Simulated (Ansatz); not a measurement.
SiC, DFT, PBE, all-electron LAPW, scalar-relativistic (Ansatz 0.2.0), run on 1 thread of Arm Neoverse V1 on a shared host.

The cell is COD entry 1010995, as deposited and not checked against the literature; nothing was relaxed. It is an old determination, and later ones may differ. The listed cell was then made from it by scaling, straining or moving an atom.

Command: `ansatz run input.yaml --threads 1 --pin off --max-ram 2048MiB --backend cpu --events-out ev --progress --plain --runs-dir out`

```yaml
crystal:
  lattice:
    - [0.0, 2.174, 2.174]
    - [2.174, 0.0, 2.174]
    - [2.174, 2.174, 0.0]
  atoms:
    - { symbol: Si, position: [0.0, 0.0, 0.0260206992] }
    - { symbol: C, position: [0.75, 0.75, 0.75] }
kpoints:
  mp_grid: { grid: [16, 16, 16] }
scf:
  occupations: { method: fermi_dirac, width: 0.05 }
hamiltonian:
  xc: pbe
  pseudopotentials: { kind: all_electron, lapw: { basis_error: 0.00025 } }
output:
  forces: true
  stress: true
  eigenvalues: true
```

Question: How large is the problem that the program sets up?

Answer: 1098 irreducible k-points, 459 plane waves at Γ, 13 bands.

Question: Estimate the wall time and the peak memory.

Answer: 4.6 min of wall time for 7 SCF iterations, with a peak of 1.6 GiB. Times on shared machines scatter by tens of per cent.

Question: And the same cell and mesh by PAW with the default files, asked for forces, stress, eigenvalues, efg, write_density, write_potential, elf, on the same hardware?

Answer: 35 s, peak memory 0.55 GiB.

Question: And the same cell and mesh by crystal-made all-electron datasets, asked for forces, stress, eigenvalues, efg, on the same hardware?

Answer: 81 s, peak memory 1.2 GiB.
